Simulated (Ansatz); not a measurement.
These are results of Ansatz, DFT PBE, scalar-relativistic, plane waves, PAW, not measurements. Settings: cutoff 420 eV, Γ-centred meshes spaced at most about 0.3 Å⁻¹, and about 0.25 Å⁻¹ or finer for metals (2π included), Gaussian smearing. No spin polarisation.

All energies are static (0 K, no zero-point motion).

Question: Which of these relaxed structures of Si₅C₃ is the lowest in energy?
1.

```cif
data_structure
_symmetry_space_group_name_H-M 'R3m:H'
_symmetry_Int_Tables_number 160
_cell_length_a 3.1775
_cell_length_b 3.1775
_cell_length_c 33.5459
_cell_angle_alpha 90.000
_cell_angle_beta 90.000
_cell_angle_gamma 120.000
_cell_volume 293.32
loop_
_atom_site_label
_atom_site_type_symbol
_atom_site_symmetry_multiplicity
_atom_site_Wyckoff_symbol
_atom_site_fract_x
_atom_site_fract_y
_atom_site_fract_z
_atom_site_occupancy
Si1 Si 3 a 0.66667 0.33333 0.32399 1
Si2 Si 3 a 0.33333 0.66667 0.17493 1
Si3 Si 3 a 0.00000 0.00000 0.24963 1
Si4 Si 3 a 0.66667 0.33333 0.10020 1
Si5 Si 3 a 0.66667 0.33333 0.02963 1
C1 C 3 a 0.66667 0.33333 0.26759 1
C2 C 3 a 0.33333 0.66667 0.11785 1
C3 C 3 a 0.00000 0.00000 0.19305 1
```

2.

```cif
data_structure
_symmetry_space_group_name_H-M 'P-43m'
_symmetry_Int_Tables_number 215
_cell_length_a 4.6662
_cell_length_b 4.6662
_cell_length_c 4.6662
_cell_angle_alpha 90.000
_cell_angle_beta 90.000
_cell_angle_gamma 90.000
_cell_volume 101.60
loop_
_atom_site_label
_atom_site_type_symbol
_atom_site_symmetry_multiplicity
_atom_site_Wyckoff_symbol
_atom_site_fract_x
_atom_site_fract_y
_atom_site_fract_z
_atom_site_occupancy
Si1 Si 1 a 0.00000 0.00000 0.00000 1
Si2 Si 4 e 0.72911 0.27089 0.72911 1
C1 C 3 c 0.50000 0.50000 0.00000 1
```

3.

```cif
data_structure
_symmetry_space_group_name_H-M 'P3m1'
_symmetry_Int_Tables_number 156
_cell_length_a 3.1758
_cell_length_b 3.1758
_cell_length_c 11.2118
_cell_angle_alpha 90.000
_cell_angle_beta 90.000
_cell_angle_gamma 120.000
_cell_volume 97.93
loop_
_atom_site_label
_atom_site_type_symbol
_atom_site_symmetry_multiplicity
_atom_site_Wyckoff_symbol
_atom_site_fract_x
_atom_site_fract_y
_atom_site_fract_z
_atom_site_occupancy
Si1 Si 1 a 0.00000 0.00000 0.02793 1
Si2 Si 1 b 0.33333 0.66667 0.25069 1
Si3 Si 1 c 0.66667 0.33333 0.47507 1
Si4 Si 1 b 0.33333 0.66667 0.70008 1
Si5 Si 1 b 0.33333 0.66667 0.91114 1
C1 C 1 a 0.00000 0.00000 0.19746 1
C2 C 1 b 0.33333 0.66667 0.42040 1
C3 C 1 c 0.66667 0.33333 0.64622 1
```

Answer: 1. The next of these, cell 3, lies 20 meV/atom higher. Forms: cell 1 R3m; cell 3 P3m1; cell 2 P-43m. Counting C atoms around Si (those within 1.25 times the shortest such distance or 1.15 times the sum of covalent radii; the shortest distance is added where it is long for a bond; a slash parts the counts of unlike sites): cell 1 has Si 1/3/4/6 from 3.5 Å; cell 3 has Si 1/3/4/6 from 3.5 Å; cell 2 has Si 3/12 from 3.3 Å. Cell 1 holds Si–Si nets (shortest 2.25 Å); cell 3 holds Si–Si nets (shortest 2.25 Å); cell 2 holds Si–Si units of three or more atoms (shortest 2.19 Å). All come from invented guesses. The lowest form computed isn't among them: it has Si and C ordered on diamond sites, space group P-4m2 (No. 115), 12.4 Å³/atom and lies 4 meV/atom below the best shown. Even the lowest of the cells shown lies +0.10 eV/atom against the elements.

The k mesh leaves some 4 meV/atom of noise in the energy of each metallic cell. Cells relaxed within their symmetry can be saddle points. Some types were kept out of the candidates beforehand, so the set may lack a known form.
